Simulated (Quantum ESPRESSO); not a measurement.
# PbSe (Clausthalite) (Fm-3m) in Quantum ESPRESSO: further runs, part 2 of 2

Quantum ESPRESSO 7.5. The steps go on from the part before.

## (4) Band structure, WC

pw.in reads:

```
&CONTROL
  calculation = 'scf'
  prefix = 'pwscf'
  outdir = './tmp'
  pseudo_dir = './pseudo'
  tprnfor = .true.
  tstress = .true.
  disk_io = 'low'
/
&SYSTEM
  ibrav = 0
  A = 4.32841274
  nat = 2
  ntyp = 2
  ecutwfc = 70
  nbnd = 16
  input_dft = 'wc'
  occupations = 'smearing'
  smearing = 'fd'
  degauss = 0.00367493
/
&ELECTRONS
  conv_thr = 4d-10
  electron_maxstep = 120
  mixing_beta = 0.5
/
ATOMIC_SPECIES
Pb   207.2000 Pb_ONCV_PBE-1.2.upf
Se    78.9710 Se_ONCV_PBE-1.2.upf
CELL_PARAMETERS alat
   0.0000000000    0.7071067811    0.7071067811
   0.7071067811    0.0000000000    0.7071067811
   0.7071067811    0.7071067811    0.0000000000
ATOMIC_POSITIONS alat
Pb     0.0000000000    0.0000000000    0.0000000000
Se     0.7071067811    0.7071067811    0.7071067811
K_POINTS automatic
8 8 8 0 0 0
```

bands.in reads:

```
&CONTROL
  calculation = 'bands'
  prefix = 'pwscf'
  outdir = './tmp'
  pseudo_dir = './pseudo'
  disk_io = 'low'
  verbosity = 'high'
/
&SYSTEM
  ibrav = 0
  A = 4.32841274
  nat = 2
  ntyp = 2
  ecutwfc = 70
  nbnd = 16
  input_dft = 'wc'
  occupations = 'smearing'
  smearing = 'fd'
  degauss = 0.00367493
/
&ELECTRONS
  conv_thr = 1d-08
  electron_maxstep = 120
  mixing_beta = 0.5
  diago_full_acc = .true.
  startingwfc = 'random'
/
ATOMIC_SPECIES
Pb   207.2000 Pb_ONCV_PBE-1.2.upf
Se    78.9710 Se_ONCV_PBE-1.2.upf
CELL_PARAMETERS alat
   0.0000000000    0.7071067811    0.7071067811
   0.7071067811    0.0000000000    0.7071067811
   0.7071067811    0.7071067811    0.0000000000
ATOMIC_POSITIONS alat
Pb     0.0000000000    0.0000000000    0.0000000000
Se     0.7071067811    0.7071067811    0.7071067811
K_POINTS crystal
60
 0.0000000000  0.0000000000  0.0000000000 1
 0.0625000000  0.0000000000  0.0625000000 1
 0.1250000000  0.0000000000  0.1250000000 1
 0.1875000000  0.0000000000  0.1875000000 1
 0.2500000000  0.0000000000  0.2500000000 1
 0.3125000000  0.0000000000  0.3125000000 1
 0.3750000000  0.0000000000  0.3750000000 1
 0.4375000000  0.0000000000  0.4375000000 1
 0.5000000000  0.0000000000  0.5000000000 1
 0.5000000000  0.0625000000  0.5625000000 1
 0.5000000000  0.1250000000  0.6250000000 1
 0.5000000000  0.1875000000  0.6875000000 1
 0.5000000000  0.2500000000  0.7500000000 1
 0.4375000000  0.3125000000  0.7500000000 1
 0.3750000000  0.3750000000  0.7500000000 1
 0.3375000000  0.3375000000  0.6750000000 1
 0.3000000000  0.3000000000  0.6000000000 1
 0.2625000000  0.2625000000  0.5250000000 1
 0.2250000000  0.2250000000  0.4500000000 1
 0.1875000000  0.1875000000  0.3750000000 1
 0.1500000000  0.1500000000  0.3000000000 1
 0.1125000000  0.1125000000  0.2250000000 1
 0.0750000000  0.0750000000  0.1500000000 1
 0.0375000000  0.0375000000  0.0750000000 1
 0.0000000000  0.0000000000  0.0000000000 1
 0.0625000000  0.0625000000  0.0625000000 1
 0.1250000000  0.1250000000  0.1250000000 1
 0.1875000000  0.1875000000  0.1875000000 1
 0.2500000000  0.2500000000  0.2500000000 1
 0.3125000000  0.3125000000  0.3125000000 1
 0.3750000000  0.3750000000  0.3750000000 1
 0.4375000000  0.4375000000  0.4375000000 1
 0.5000000000  0.5000000000  0.5000000000 1
 0.5250000000  0.4500000000  0.5250000000 1
 0.5500000000  0.4000000000  0.5500000000 1
 0.5750000000  0.3500000000  0.5750000000 1
 0.6000000000  0.3000000000  0.6000000000 1
 0.6250000000  0.2500000000  0.6250000000 1
 0.5833333333  0.2500000000  0.6666666667 1
 0.5416666667  0.2500000000  0.7083333333 1
 0.5000000000  0.2500000000  0.7500000000 1
 0.5000000000  0.2857142857  0.7142857143 1
 0.5000000000  0.3214285714  0.6785714286 1
 0.5000000000  0.3571428571  0.6428571429 1
 0.5000000000  0.3928571429  0.6071428571 1
 0.5000000000  0.4285714286  0.5714285714 1
 0.5000000000  0.4642857143  0.5357142857 1
 0.5000000000  0.5000000000  0.5000000000 1
 0.4821428571  0.4821428571  0.5357142857 1
 0.4642857143  0.4642857143  0.5714285714 1
 0.4464285714  0.4464285714  0.6071428571 1
 0.4285714286  0.4285714286  0.6428571429 1
 0.4107142857  0.4107142857  0.6785714286 1
 0.3928571429  0.3928571429  0.7142857143 1
 0.3750000000  0.3750000000  0.7500000000 1
 0.6250000000  0.2500000000  0.6250000000 1
 0.5937500000  0.1875000000  0.5937500000 1
 0.5625000000  0.1250000000  0.5625000000 1
 0.5312500000  0.0625000000  0.5312500000 1
 0.5000000000  0.0000000000  0.5000000000 1
```

Potentials or basis: SG15 PBE 1.2.

On the command line:

```sh
OMP_NUM_THREADS=1 pw.x -in pw.in > pw.out
OMP_NUM_THREADS=1 pw.x -in bands.in > bands.out
```

pw.out:

```text
This program is part of the open-source Quantum ESPRESSO suite
     for quantum simulation of materials; please cite
         "P. Giannozzi et al., J. Phys.:Condens. Matter 21 395502 (2009);
         "P. Giannozzi et al., J. Phys.:Condens. Matter 29 465901 (2017);
         "P. Giannozzi et al., J. Chem. Phys. 152 154105 (2020);
     in publications or presentations arising from this work. More details at

     IMPORTANT: XC functional enforced from input :
     Exchange-correlation= WC
                           (   1   4  11   4   0   0   0)
     Any further DFT definition will be discarded
     Please, verify this is what you really want

     Message from routine setup:
     using ibrav=0 with symmetry is DISCOURAGED, use correct ibrav instead

     G-vector sticks info
     --------------------
     sticks:   dense  smooth     PW     G-vecs:    dense   smooth      PW
     Sum        1285    1285    379                30731    30731    4909

     Using Slab Decomposition
[... 250 lines left out ...]

    -8.0696  -8.0438  -8.0177  -8.0065  -8.0043  -3.9294   0.3940   5.0876
     7.0361   7.8632   9.9472  10.7518  13.0136  16.5498  16.6322  18.0351

          k = 0.5303 0.0000-0.0000 (  3840 PWs)   bands (ev):
[... 56 lines left out ...]
    -8.1263  -8.0292  -8.0159  -8.0159  -7.9820  -3.4696   0.6157   4.3589
     4.3589   7.8717  10.4420  13.5131  13.5131  16.2753  16.2753  20.3759

     the Fermi energy is     8.7327 ev

!    total energy              =    -131.75901445 Ry
     estimated scf accuracy    <          2.3E-11 Ry
     smearing contrib. (-TS)   =      -0.00005833 Ry
     internal energy E=F+TS    =    -131.75895612 Ry

     The total energy is F=E-TS. E is the sum of the following terms:
     one-electron contribution =     -31.82125251 Ry
     hartree contribution      =      25.84707096 Ry
     xc contribution           =     -18.00397088 Ry
     ewald contribution        =    -107.78080369 Ry

     convergence has been achieved in   8 iterations

     Forces acting on atoms (cartesian axes, Ry/au):

     atom    1 type  1   force =     0.00000000    0.00000000   -0.00000000
     atom    2 type  2   force =     0.00000000    0.00000000    0.00000000

     Total force =     0.000000     Total SCF correction =     0.000000

     Computing stress (Cartesian axis) and pressure

          total   stress  (Ry/bohr**3)                   (kbar)     P=       -2.03
  -0.00001381  -0.00000000  -0.00000000           -2.03       -0.00       -0.00
  -0.00000000  -0.00001381  -0.00000000           -0.00       -2.03       -0.00
  -0.00000000  -0.00000000  -0.00001381           -0.00       -0.00       -2.03

=------------------------------------------------------------------------------=
   JOB DONE.
=------------------------------------------------------------------------------=
```

Wall time 75 s (1 thread of Arm Neoverse V2, shared host); peak memory 0.09 GiB.

What came out:

```yaml
Free_energy: -1792.6727 eV
Pressure: -0.2 GPa
Band_gap_on_the_k_mesh: 0.14 eV, direct
Band_gap_along_the_path: 0.14 eV, direct
```

Levels at the corners of the path, in eV from the valence-band top:
```csv
point,band 6,band 7,band 8,band 9,band 10,band 11,band 12,band 13,band 14,band 15
Γ,-13.63,-6.33,-1.90,-1.90,-1.90,4.63,4.63,4.63,6.39,6.39
X,-12.16,-7.41,-5.07,-3.28,-3.28,3.51,5.55,5.55,5.98,11.28
W,-12.13,-8.05,-4.31,-4.31,-0.79,1.78,4.85,4.85,7.61,7.61
K,-12.18,-8.07,-4.66,-2.77,-2.45,3.30,3.95,5.36,5.67,9.99
Γ,-13.63,-6.33,-1.90,-1.90,-1.90,4.63,4.63,4.63,6.39,6.39
L,-12.55,-8.85,-1.48,-1.48,0.00,0.14,1.59,1.59,8.35,10.03
U,-12.18,-8.07,-4.66,-2.77,-2.45,3.30,3.95,5.36,5.67,9.99
W,-12.13,-8.05,-4.31,-4.31,-0.79,1.78,4.85,4.85,7.61,7.61
L,-12.55,-8.85,-1.48,-1.48,0.00,0.14,1.59,1.59,8.35,10.03
K,-12.18,-8.07,-4.66,-2.77,-2.45,3.30,3.95,5.36,5.67,9.99
U,-12.18,-8.07,-4.66,-2.77,-2.45,3.30,3.95,5.36,5.67,9.99
X,-12.16,-7.41,-5.07,-3.28,-3.28,3.51,5.55,5.55,5.98,11.28
```

Caveat: the potentials were made for another functional, which shifts forces and pressure; spin-orbit coupling is left out, which as a rule narrows the gap of such compounds by several tenths of an eV.

## (5) Band structure, rev-vdW-DF2

Edit pw.in of step 4 so:

```diff
@@ -16,3 +16,3 @@
   nbnd = 16
-  input_dft = 'wc'
+  input_dft = 'vdw-df2-b86r'
   occupations = 'smearing'
```

Edit bands.in of step 4 so:

```diff
@@ -15,3 +15,3 @@
   nbnd = 16
-  input_dft = 'wc'
+  input_dft = 'vdw-df2-b86r'
   occupations = 'smearing'
```

On the command line:

```sh
OMP_NUM_THREADS=1 pw.x -in pw.in > pw.out
OMP_NUM_THREADS=1 pw.x -in bands.in > bands.out
```

Run time: 3.2 min. Hardware: 1 thread of Arm Neoverse V2, shared host; peak memory 0.14 GiB.

The run converged. Its results:

```yaml
Free_energy: -1795.5079 eV
Pressure: 1.4 GPa
Band_gap_on_the_k_mesh: 0.23 eV, direct
Band_gap_along_the_path: 0.22 eV, direct
```

Levels at the corners of the path, in eV from the valence-band top:
```
point  band 6  band 7  band 8  band 9  band 10  band 11  band 12  band 13  band 14  band 15
    Γ  -13.62   -6.36   -1.87   -1.87    -1.87     4.62     4.62     4.62     6.52     6.52
    X  -12.19   -7.43   -5.00   -3.24    -3.24     3.68     5.53     5.53     5.99    11.37
    W  -12.16   -8.05   -4.24   -4.24    -0.79     1.82     4.91     4.91     7.69     7.69
    K  -12.20   -8.08   -4.59   -2.73    -2.41     3.35     3.96     5.39     5.80    10.11
    Γ  -13.62   -6.36   -1.87   -1.87    -1.87     4.62     4.62     4.62     6.52     6.52
    L  -12.56   -8.83   -1.46   -1.46     0.00     0.22     1.64     1.64     8.53    10.15
    U  -12.20   -8.08   -4.59   -2.73    -2.41     3.35     3.96     5.39     5.80    10.11
    W  -12.16   -8.05   -4.24   -4.24    -0.79     1.82     4.91     4.91     7.69     7.69
    L  -12.56   -8.83   -1.46   -1.46     0.00     0.22     1.64     1.64     8.53    10.15
    K  -12.20   -8.08   -4.59   -2.73    -2.41     3.35     3.96     5.39     5.80    10.11
    U  -12.20   -8.08   -4.59   -2.73    -2.41     3.35     3.96     5.39     5.80    10.11
    X  -12.19   -7.43   -5.00   -3.24    -3.24     3.68     5.53     5.53     5.99    11.37
```

Caveat: the potentials were made for another functional, which shifts forces and pressure; spin-orbit coupling is left out, which as a rule narrows the gap of such compounds by several tenths of an eV.

## (6) Overview

```csv
level,k mesh,symmetry,SCF threshold,gap on the mesh (eV),pressure (GPa)
SCAN,6 × 6 × 6,off,1e-08 Ry,0.46,0.4
HLE16,8 × 8 × 8,-,4e-10 Ry,1.28,-3.3
WC,8 × 8 × 8,-,4e-10 Ry,0.14,-0.2
rev-vdW-DF2,8 × 8 × 8,-,4e-10 Ry,0.23,1.4
```

Alike in all rows: task band structure; potentials or basis SG15 PBE 1.2; no spin polarisation; cell as given; cutoff (eV) 952; smearing fermi-dirac 0.05 eV.

On the cell as given the gap runs from 0.14 eV (WC) to 1.28 eV (HLE16); the meshes differ, which moves gaps too. The pressure there spans -3.3 GPa (HLE16) to 1.4 GPa (rev-vdW-DF2); a positive pressure means that this level wants a larger cell, a negative one a smaller.

Caveats: the potentials were made for another functional, which shifts forces and pressure; spin-orbit coupling is left out, which as a rule narrows the gap of such compounds by several tenths of an eV; the potentials were made for a functional far from this one (some runs).

Total energies depend on the potentials used, so only differences within one code and one set of settings carry meaning.

## (7) Against experiment

Step 2. A measured gap of PbSe is 0.28 eV (direct; 300 K; a printed reference work, monograph); the calculated 0.46 eV misses it by +0.18 eV. 2 values of this kind are on record (0.15 to 0.28 eV); this one was drawn at random. Spin-orbit coupling on Pb, Se is left out. The value is that of SCAN, without temperature or zero-point motion.

Step 4. Measured gap of PbSe: 0.28 eV (direct; 300 K; a printed reference work, monograph). This calculation gives 0.14 eV (-0.14 eV). 2 values of this kind are on record (0.15 to 0.28 eV); this one was drawn at random. Spin-orbit coupling on Pb, Se is left out. The value is that of WC, without temperature or zero-point motion. Semilocal functionals fall short of measured gaps as a rule.

Step 5. Measured gap of PbSe: 0.28 eV (direct; 300 K; a printed reference work, monograph). This calculation gives 0.22 eV (-0.06 eV). 2 values of this kind are on record (0.15 to 0.28 eV); this one was drawn at random. Spin-orbit coupling on Pb, Se is left out. The value is that of rev-vdW-DF2, without temperature or zero-point motion.
